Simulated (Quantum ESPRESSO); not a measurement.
Crystal: C.

```
C
1.0
     2.52210    0.00000    0.00000
    -1.26105    2.18420    0.00000
     0.00000    0.00000    8.23710
C
8
Direct
  0.66667 0.33333 0.84375
  0.33333 0.66667 0.34375
  0.66667 0.33333 0.65625
  0.33333 0.66667 0.15625
  0.00000 0.00000 0.90625
  0.00000 0.00000 0.40625
  0.00000 0.00000 0.59375
  0.00000 0.00000 0.09375
```

This is a hexagonal form of diamond, not graphite.

```yaml
Program: Quantum ESPRESSO 7.5
Task: single point
Functional: PBE
Potentials_or_basis: SSSP 1.3 efficiency PBE
Cutoff: 748 eV
Density_cutoff: 5987 eV
k_mesh: 12 × 12 × 4
Occupations: fermi-dirac, width 0.05 eV
Spin: no spin polarisation
```

On this cell: pressure 2.4 GPa; largest force 0.330 eV/Å; band gap on the k mesh 4.43 eV, indirect (least direct gap 5.20 eV).

The same run follows on a disturbed copy (atoms moved at random, drawn with an rms of 0.05 Å):

```xyz
8
Lattice="2.5221 0.0000 0.0000 -1.2611 2.1842 0.0000 0.0000 0.0000 8.2371" Properties=species:S:1:pos:R:3 pbc="T T T"
C     1.2903    0.7669    6.9884
C    -0.0053    1.4879    2.8404
C     1.2448    0.6793    5.3775
C     0.0260    1.4409    1.2611
C     0.0012    0.0055    7.5086
C    -0.0189   -0.0097    3.2658
C     0.0272    0.0316    4.8588
C     0.0117    0.0005    0.7466
```

Question: What changes?

Answer: The energy moves by +58.4 meV/atom; pressure 4.7 GPa; largest force 4.037 eV/Å; band gap on the k mesh 3.71 eV, indirect (least direct gap 4.20 eV).

Forces in eV/Å, atoms in the order of the input:
```
C   -1.075 -1.558 -1.053
C   -0.339 -1.673 -2.596
C    1.897  2.767  0.673
C   -0.615  0.771  0.206
C    0.824  0.991 -1.850
C    0.872  1.660  3.575
C   -1.912 -2.499 -0.234
C    0.350 -0.459  1.278
```

Stress tensor (GPa, compression positive):
```
 1.66  0.99  0.96
 0.99  0.12  1.53
 0.96  1.53 12.43
```

A k mesh can miss the band edges.
